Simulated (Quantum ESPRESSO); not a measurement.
The system is CoO.

```xyz
2
Lattice="0.0000 2.3436 2.3436 2.3436 0.0000 2.3436 2.3436 2.3436 0.0000" Properties=species:S:1:pos:R:3 pbc="T T T"
Co    0.0000    0.0000    0.0000
O     1.1718    1.1718    1.1718
```

Measurements of this composition are mostly on another form, of space group No. 225.

Base run:

* Program: Quantum ESPRESSO 7.5
* Functional: PBE
* Potentials or basis: PseudoDojo 0.4 SR PBEsol stringent
* Cutoff: 1415 eV
* Density cutoff: 5660 eV
* k mesh: 7 × 7 × 7
* Occupations: gaussian, width 0.05 eV
* Spin: collinear spin, ferromagnetic start
* Starting moments: [3.0, 0.0] μB
* Hubbard terms: Co d U = 2 eV

Its results: band gap on the k mesh 0.40 eV, direct; pressure -6.1 GPa; net moment 3.00 μB per cell; site moments Co +2.47; O +0.25 μB.

Q: The run is repeated on the same cell with these changes: functional from PBE to LDA. What comes out?

A: Band gap on the k mesh 0.12 eV, direct; pressure -18.0 GPa; net moment 3.00 μB per cell; site moments Co +2.41; O +0.29 μB.

LDA binds more tightly than PBE, so the same cell stands under less pressure.

Caveats: the potentials were made for another functional, which shifts forces and pressure; an odd mesh through Γ misses points on the zone boundary, where band edges often lie; a cell with one magnetic atom can't hold antiferromagnetic order, which such compounds often take.
